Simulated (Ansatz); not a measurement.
**Bi (hcp)**

The computed numbers are results of HSE06, scalar-relativistic (no spin polarisation) in the plane-wave PAW code Ansatz at 420 eV, 8×8×4 k-mesh, Gaussian smearing of 0.05 eV. The datasets are Ansatz's generated set soft_2.

```xyz
2
Lattice="3.4943 0.0000 0.0000 -1.7472 3.0262 0.0000 0.0000 0.0000 5.7864" Properties=species:S:1:pos:R:3 pbc="T T T"
Bi    0.0000    2.0175    4.3398
Bi    1.7472    1.0087    1.4466
```

At room temperature and ambient pressure Bi takes another structure.

The volume is at zero pressure for this level.

Path: Γ–M–K–Γ–A–L–H–A | L–M | H–K, with Γ = (0.000, 0.000, 0.000), M = (0.500, 0.000, 0.000), K = (0.333, 0.333, 0.000), A = (0.000, 0.000, 0.500), L = (0.500, 0.000, 0.500), H = (0.333, 0.333, 0.500) in reciprocal vectors of the calculation's cell.

Q: Is it a metal or an insulator, and if it has a gap, where are the band edges on this path?

A: A metal: bands cross the Fermi level.

Levels between -6 and 6 eV from the Fermi level at the path's named points:
```tsv
point	below E_F (eV)	above E_F (eV)
Γ		4.02 4.02 5.54 5.71 5.71
M	-5.12 -3.56 -2.28	0.24 0.56 3.88 5.23
K	-4.58 -2.58 -2.58 -1.13 -0.58 -0.58	4.19
A	-1.35 -1.35	4.83 4.83 4.83 4.83
L	-5.62 -5.62	1.69 1.69 1.87 1.87
H	-4.37 -4.37 -3.28 -3.28	3.12 3.12
```

No spin–orbit coupling, a notable omission for heavy elements. For a metal under a hybrid functional this mesh is coarse.
